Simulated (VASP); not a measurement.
# WC (Qusongite) (P-6m2) in VASP: a series of runs, part 3 of 3

VASP 6.6.1. Earlier steps stand in the parts before.

### 5 Band structure, PBE

File POSCAR:

```
WC
1.0
    2.9065000000      0.0000000000      0.0000000000
   -1.4532500000      2.5171028361      0.0000000000
    0.0000000000      0.0000000000      2.8366000000
W C
1 1
Direct
    0.0000000000      0.0000000000      0.0000000000
    0.6666666667      0.3333333333      0.5000000000
```

File INCAR.step1:

```
SYSTEM = WC
PREC = Accurate
ENCUT = 900
EDIFF = 1E-6
ISMEAR = -1
SIGMA = 0.05
LREAL = .FALSE.
LASPH = .TRUE.
NELM = 60
ALGO = Fast
ISIF = 2
LWAVE = .FALSE.
LCHARG = .TRUE.
LMAXMIX = 4
GGA = PE
```

File KPOINTS.step1:

```
regular mesh
0
G
  10 10 9
  0 0 0
```

File INCAR.step2:

```
SYSTEM = WC
PREC = Accurate
ENCUT = 900
EDIFF = 1E-6
ISMEAR = 0
SIGMA = 0.05
LREAL = .FALSE.
LASPH = .TRUE.
NELM = 60
ALGO = Fast
ISIF = 2
LWAVE = .FALSE.
LCHARG = .FALSE.
LMAXMIX = 4
GGA = PE
ICHARG = 11
```

File KPOINTS.step2:

```
path GMKGALHA,LM,KH
10
line-mode
reciprocal
 0.0000000000  0.0000000000  0.0000000000  G
 0.5000000000  0.0000000000  0.0000000000  M

 0.5000000000  0.0000000000  0.0000000000  M
 0.3333333333  0.3333333333  0.0000000000  K

 0.3333333333  0.3333333333  0.0000000000  K
 0.0000000000  0.0000000000  0.0000000000  G

 0.0000000000  0.0000000000  0.0000000000  G
 0.0000000000  0.0000000000  0.5000000000  A

 0.0000000000  0.0000000000  0.5000000000  A
 0.5000000000  0.0000000000  0.5000000000  L

 0.5000000000  0.0000000000  0.5000000000  L
 0.3333333333  0.3333333333  0.5000000000  H

 0.3333333333  0.3333333333  0.5000000000  H
 0.0000000000  0.0000000000  0.5000000000  A

 0.5000000000  0.0000000000  0.5000000000  L
 0.5000000000  0.0000000000  0.0000000000  M

 0.3333333333  0.3333333333  0.0000000000  K
 0.3333333333  0.3333333333  0.5000000000  H
```

Potentials or basis: VASP PAW PBE potentials, release 64 (W_sv, C_h).

The run is started by

```bash
$ cat potpaw_PBE.64/W_sv/POTCAR potpaw_PBE.64/C_h/POTCAR > POTCAR
$ cp INCAR.step1 INCAR
$ cp KPOINTS.step1 KPOINTS
$ mpirun -np 1 vasp_std > vasp.out
$ cp INCAR.step2 INCAR
$ cp KPOINTS.step2 KPOINTS
$ mpirun -np 1 vasp_std > vasp.out
```

OUTCAR:

```text
SYSTEM = WC
   PREC = Accurate
   ENCUT = 900
   EDIFF = 1E-6
   ISMEAR = 0
   LREAL = .FALSE.
   LASPH = .TRUE.
   NELM = 60
   ISIF = 2
   GGA = PE
   ICHARG = 11

 ion  position               nearest neighbor table
   1  0.000  0.000  0.000-   2 2.20   2 2.20   2 2.20   2 2.20   2 2.20   2 2.20
   2  0.667  0.333  0.500-   1 2.20   1 2.20   1 2.20   1 2.20   1 2.20   1 2.20

  LATTYP: Found a hexagonal cell.
 ALAT       =     2.9065000000
 C/A-ratio  =     0.9759504559

  Lattice vectors:

 A1 = (   2.9065000000,   0.0000000000,   0.0000000000)
 A2 = (  -1.4532500000,   2.5171028361,   0.0000000000)
 A3 = (   0.0000000000,   0.0000000000,   2.8366000000)

Analysis of symmetry for initial positions (statically):
=====================================================================
 Subroutine PRICEL returns:
 Original cell was already a primitive cell.

 Routine SETGRP: Setting up the symmetry group for a
 hexagonal supercell.

 Subroutine GETGRP returns: Found 12 space group operations
 (whereof 12 operations were pure point group operations)
 out of a pool of 24 trial point group operations.

The static configuration has the point symmetry D_3h.

Analysis of symmetry for dynamics (positions and initial velocities):
=====================================================================
 Subroutine PRICEL returns:
 Original cell was already a primitive cell.

 Routine SETGRP: Setting up the symmetry group for a
 hexagonal supercell.

 Subroutine GETGRP returns: Found 12 space group operations
 (whereof 12 operations were pure point group operations)
 out of a pool of 24 trial point group operations.

The dynamic configuration has the point symmetry D_3h.

 Subroutine INISYM returns: Found 12 space group operations
 (whereof 12 operations are pure point group operations),
 and found     1 'primitive' translations

----------------------------------------------------------------------------------------

                                     Primitive cell

  volume of cell :      20.7525

  direct lattice vectors                    reciprocal lattice vectors
     2.906500000  0.000000000  0.000000000     0.344056425  0.198641070  0.000000000
    -1.453250000  2.517102836  0.000000000     0.000000000  0.397282139  0.000000000
     0.000000000  0.000000000  2.836600000     0.000000000  0.000000000  0.352534725

  length of vectors
     2.906500000  2.906500000  2.836600000     0.397282139  0.397282139  0.352534725

  position of ions in fractional coordinates (direct lattice)
     0.000000000  0.000000000  0.000000000
     0.666666667  0.333333333  0.500000000

  ion indices of the primitive-cell ions
   primitive index   ion index
                 1           1
                 2           2

----------------------------------------------------------------------------------------

 KPOINTS: path GMKGALHA,LM,KH

Interpolating k-points between supplied coordinates.

 Line segments in fractional coordinates (reciprocal lattice):
    0.000000  0.000000  0.000000  ...  0.500000  0.000000  0.000000
    0.500000  0.000000  0.000000  ...  0.333333  0.333333  0.000000
    0.333333  0.333333  0.000000  ...  0.000000  0.000000  0.000000
    0.000000  0.000000  0.000000  ...  0.000000  0.000000  0.500000
    0.000000  0.000000  0.500000  ...  0.500000  0.000000  0.500000
    0.500000  0.000000  0.500000  ...  0.333333  0.333333  0.500000
    0.333333  0.333333  0.500000  ...  0.000000  0.000000  0.500000
    0.500000  0.000000  0.500000  ...  0.500000  0.000000  0.000000
    0.333333  0.333333  0.000000  ...  0.333333  0.333333  0.500000

 Generated    10 points on each line segment, for a total of     90 k-points:

 Following reciprocal coordinates:
            Coordinates               Weight
  0.000000  0.000000  0.000000      0.011111
  0.055556  0.000000  0.000000      0.011111
  0.111111  0.000000  0.000000      0.011111
  0.166667  0.000000  0.000000      0.011111
  0.222222  0.000000  0.000000      0.011111
  0.277778  0.000000  0.000000      0.011111
[... 16 lines left out ...]
  0.259259  0.259259  0.000000      0.011111
  0.222222  0.222222  0.000000      0.011111
 [... further k-points ...]
   k-points           NKPTS =     90   k-points in BZ     NKDIM =     90   number of bands    NBANDS=     13
   number of dos      NEDOS =    301   number of ions     NIONS =      2
   total plane-waves  NPLWV =  21952
   dimension x,y,z NGX =    28 NGY =   28 NGZ =   28
   dimension x,y,z NGXF=    56 NGYF=   56 NGZF=   56
   ions per type =               1   1
   NGX,Y,Z   is equivalent  to a cutoff of  16.02, 16.02, 16.41 a.u.
   NGXF,Y,Z  is equivalent  to a cutoff of  32.03, 32.03, 32.82 a.u.
 SYSTEM =  WC
   PREC   = accura    normal or accurate (medium, high low for compatibility)
   ISTART =      0    job   : 0-new  1-cont  2-samecut
   ICHARG =     11    charge: 1-file 2-atom 10-const
   ISPIN  =      1    spin polarized calculation?
   LNONCOLLINEAR =      F non collinear calculations
   LSORBIT =      F    spin-orbit coupling
   LASPH  =      T    aspherical Exc in radial PAW
   ENCUT  =  900.0 eV  66.15 Ry    8.13 a.u.   7.11  7.11  6.94*2*pi/ulx,y,z
   NELM   =     60;   NELMIN=  2; NELMDL=  0     # of ELM steps
   EDIFF  = 0.1E-05   stopping-criterion for ELM
   LREAL  =      F    real-space projection
   EDIFFG = 0.1E-04   stopping-criterion for IOM
   NSW    =      0    number of steps for IOM
   IBRION =     -1    ionic relax: 0-MD 1-quasi-New 2-CG
   NFREE  =      0    steps in history (QN), initial steepest desc. (CG)
   ISIF   =      2    stress and relaxation
   ISYM   =      2    0-nonsym 1-usesym 2-fastsym
   POTIM  = 0.5000    time-step for ionic-motion
   TEBEG  =    0.0;   TEEND  =   0.0 temperature during run
   PSTRESS=    0.0 pullay stress
   NELECT =      18.0000    total number of electrons
   NUPDOWN=      -1.0000    fix difference up-down
   EMIN   =  10.00;   EMAX   =-10.00  energy-range for DOS
   EFERMI =   0.00;   METHOD = LEGACY
   ISMEAR =     0;   SIGMA  =   0.05  broadening in eV -4-tet -1-fermi 0-gaus
   EFERMI_NEDOS =   21; number of points for ismear=-14 and -15
   IALGO  =     68    algorithm
   IMIX   =      4    mixing-type and parameters
     AMIX     =   0.40;   BMIX     =  1.00
     AMIX_MAG =   1.60;   BMIX_MAG =  1.00
  volume/ion in A,a.u.               =      10.38        70.02
  Fermi-wavevector in a.u.,A,eV,Ry     =   1.561262  2.950358 33.164744  2.437540
  Thomas-Fermi vector in A             =   2.664353
   LORBIT       =      0    0 simple, 1 ext, 2 COOP (PROOUT), +10 PAW based schemes
   GGA     = PE    functional components
   LHFCALC =     F    Hartree Fock is set to
   AEXX    =    0.0000 exact exchange contribution
   IVDW    =     0    specifies the selected vdW correction
   LEPSILON=     F    determine dielectric tensor
   LRPA    =     F    only Hartree local field effects (RPA)
 non-spin polarized calculation
 RMM-DIIS sequential band-by-band and
 Gauss-broadening in eV      SIGMA  =   0.05
  energy-cutoff  :      900.00
  volume of cell :       20.75
 maximum number of plane-waves:      1310

 number of electron      18.0000002 magnetization

 Free energy of the ion-electron system (eV)
  ---------------------------------------------------
  ext. energy  EPLUGINS =         0.00000000
  ---------------------------------------------------
  free energy    TOTEN  =       -21.47331072 eV

  energy without entropy =      -21.47175365  energy(sigma->0) =      -21.47253219

 E-fermi :  11.6874     XC(G=0): -13.8348

 val. band max:       11.6533959216   @ k =   0.0000   0.0000   0.1667
 cond. band min:      11.6947036875   @ k =   0.5000   0.0000   0.5000
 fundamental gap:      0.0413077659
 Fermi energy:        11.6873999620

 k-point     1 :       0.0000    0.0000    0.0000
  band No.  band energies     occupation
      1     -62.5907      2.00000
      2     -26.5743      2.00000
      3     -26.4682      2.00000
      4     -26.4682      2.00000
      5      -3.0426      2.00000
      6       7.0985      2.00000
      7       8.0781      2.00000
      8       8.0781      2.00000
      9      11.4917      2.00000
     10      14.6460      0.00000
     11      14.6460      0.00000
     12      17.0314      0.00000
     13      17.0314      0.00000
[... 353 lines left out ...]
 k-point    24 :       0.2222    0.2222    0.0000
  band No.  band energies     occupation
      1     -62.5384      2.00000
      2     -27.0991      2.00000
      3     -26.7501      2.00000
      4     -26.4744      2.00000
      5      -0.1053      2.00000
      6       4.9808      2.00000
      7       8.0409      2.00000
      8       8.2168      2.00000
      9      10.4245      2.00000
     10      12.9661      0.00000
     11      14.0218      0.00000
     12      16.4390      0.00000
     13      19.2857      0.00000

 [... further k-points ...]
[... 5 lines left out ...]
  --------------------------------------------------------------------------------------
  -------------------------------------------------------------------------------------
  Total        1.2752658      1.2752658      4.1672370      0.0000000      0.0000000      0.0000000
  in kB       98.4559357     98.4559357    321.7283996      0.0000000      0.0000000      0.0000000
  external PRESSURE =     172.8800904 kB  Pullay stress =       0.0000000 kB

 VOLUME and BASIS-vectors are now :
 -----------------------------------------------------------------------------
  energy-cutoff  :      900.00
  volume of cell :       20.75
      direct lattice vectors                 reciprocal lattice vectors
     2.906500000  0.000000000  0.000000000     0.344056425  0.198641070  0.000000000
    -1.453250000  2.517102836  0.000000000     0.000000000  0.397282139  0.000000000
     0.000000000  0.000000000  2.836600000     0.000000000  0.000000000  0.352534725

 POSITION                                       TOTAL-FORCE (eV/Angst)
 -----------------------------------------------------------------------------------
      0.00000      0.00000      0.00000        -0.000000      0.000000      0.000000
      1.45325      0.83903      1.41830         0.000000      0.000000      0.000000
 -----------------------------------------------------------------------------------
    total drift:                               -0.000002      0.000001      0.000000

  FREE ENERGIE OF THE ION-ELECTRON SYSTEM (eV)
  ---------------------------------------------------
  free  energy   TOTEN  =       -21.4733107245 eV

  energy  without entropy=      -21.4717536517  energy(sigma->0) =      -21.47253219
```

Wall time 27 s (1 thread of Intel Xeon 6975P-C (Granite Rapids), shared host); peak memory 0.19 GiB.

What came out:

* Band gap along the path: none (metal or under the smearing width)

Levels at the corners of the path, in eV from the Fermi level:
| point | band 7 | band 8 | band 9 | band 10 | band 11 | band 12 |
| --- | --- | --- | --- | --- | --- | --- |
| Γ | -3.33 | -3.33 | 0.08 | 3.24 | 3.24 | 5.62 |
| M | -3.62 | -3.57 | -0.47 | 2.35 | 4.54 | 4.89 |
| M | -3.62 | -3.57 | -0.47 | 2.35 | 4.54 | 4.89 |
| K | -4.56 | -3.45 | 0.62 | 0.98 | 2.06 | 3.22 |
| K | -4.56 | -3.45 | 0.62 | 0.98 | 2.06 | 3.22 |
| Γ | -3.33 | -3.33 | 0.08 | 3.24 | 3.24 | 5.62 |
| Γ | -3.33 | -3.33 | 0.08 | 3.24 | 3.24 | 5.62 |
| A | -2.02 | -2.02 | -0.58 | -0.58 | 3.67 | 4.52 |
| A | -2.02 | -2.02 | -0.58 | -0.58 | 3.67 | 4.52 |
| L | -4.32 | -4.19 | 0.29 | 4.44 | 5.31 | 6.64 |
| L | -4.32 | -4.19 | 0.29 | 4.44 | 5.31 | 6.64 |
| H | -5.40 | -1.62 | -0.65 | 4.41 | 6.39 | 7.60 |
| H | -5.40 | -1.62 | -0.65 | 4.41 | 6.39 | 7.60 |
| A | -2.02 | -2.02 | -0.58 | -0.58 | 3.67 | 4.52 |
| L | -4.32 | -4.19 | 0.29 | 4.44 | 5.31 | 6.64 |
| M | -3.62 | -3.57 | -0.47 | 2.35 | 4.54 | 4.89 |
| K | -4.56 | -3.45 | 0.62 | 0.98 | 2.06 | 3.22 |
| H | -5.40 | -1.62 | -0.65 | 4.41 | 6.39 | 7.60 |

Caveat: the cutoff is under 1.25 times the usual one of these potentials, so pressure, stress and relaxed cells hold a basis-set (Pulay) error; the log is that of the step along the path at fixed density, whose energy, stress, charges and moments have no meaning; spin-orbit coupling is left out, which moves the levels of the heavy elements.

### 6 The runs side by side

```tsv
task	level	potentials or basis	spin	U	cell	k mesh	cutoff (eV)	smearing	grid for exact exchange (PRECFOCK)	k mesh for the DOS	occupations for the DOS	mesh quality	pressure (GPa)
density of states	HSE03+TS	VASP PAW PBE potentials, release 64 (W_sv, C)	off	-	as given	5 × 5 × 5	520	tetrahedron	Normal	-	-	coarse	-10.2
density of states	LDA+U	VASP PAW LDA potentials, release 64 (W_sv, C)	SOC, no magnetisation	W d U = 5.3 eV	atoms moved at random, drawn with an rms of 0.02 Å	7 × 7 × 7	520	gaussian 0.05 eV	-	11 × 11 × 11	tetrahedron	not flagged	-
band structure	AM05	VASP PAW PBE potentials, release 64 (W_sv, C)	off	-	as given	10 × 10 × 9	520	fermi-dirac 0.05 eV	-	-	-	not flagged	-4.8
band structure	PBE	VASP PAW PBE potentials, release 64 (W_sv, C_h)	off	-	as given	10 × 10 × 9	900	fermi-dirac 0.05 eV	-	-	-	not flagged	-
```

Caveats: some runs use coarse meshes; the PAW data sets were made with another functional, which shifts forces and pressure a little (some runs); spin-orbit coupling is left out, which moves the levels of the heavy elements (some runs); atom-pairwise D2, TS and ULG terms overbind metals (some runs); pairwise dispersion overbinds metals, which lowers pressure and volume (some runs); the U is typed as a test and isn't derived for this compound (some runs); the cutoff is under 1.25 times the usual one of these potentials, so pressure, stress and relaxed cells hold a basis-set (Pulay) error (some runs).

Total energies depend on the potentials used, so only differences within one code and one set of settings carry meaning.
